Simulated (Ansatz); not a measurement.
Write the native input for Ansatz 0.2.0 that does the following.

```
Task                : single point
Functional          : PBE
Potentials or basis : Ansatz PAW
Cutoff              : 420 eV (not typed: the program's choice for these potentials)
k mesh              : 11 × 11 × 6
Occupations         : fermi-dirac, width 0.05 eV
Spin                : no spin polarisation
```

The system is TiAl.

```xyz
2
Lattice="2.8673 0.0000 0.0000 -1.4336 2.4831 0.0000 0.0000 0.0000 4.6781" Properties=species:S:1:pos:R:3 pbc="T T T"
Ti    0.0000    0.0000    0.0000
Al    0.0000    1.6554    2.3390
```

The cell comes from a database or a generator and needn't be the stable form of this composition.

The input as run:

input.yaml

```yaml
crystal:
  lattice:
    - [2.8672622327, 0.0, 0.0]
    - [-1.4336311163, 2.4831219328, 0.0]
    - [0.0, 0.0, 4.678083]
  atoms:
    - { symbol: Ti, position: [0.0, 0.0, 0.0] }
    - { symbol: Al, position: [0.3333333333, 0.6666666667, 0.5] }
hamiltonian:
  xc: pbe
  pseudopotentials: { kind: paw }
kpoints:
  mp_grid: { grid: [11, 11, 6] }
scf:
  occupations: { method: fermi_dirac, width: 0.05 }
output:
  forces: true
  stress: true
  eigenvalues: true
```

Potentials or basis: Ansatz PAW.

Launch:

```bash
$ ansatz run input.yaml --threads 2 --pin off --max-ram 5120MiB --backend cpu --events-out ev --progress --plain --runs-dir out
```

It gave:

```yaml
Pressure: 0.3 GPa
Band_gap_on_the_k_mesh: none (metal or under the smearing width)
```

It took 1.3 s on 2 threads of Arm Neoverse V1, on a shared host, peak memory 0.31 GiB.
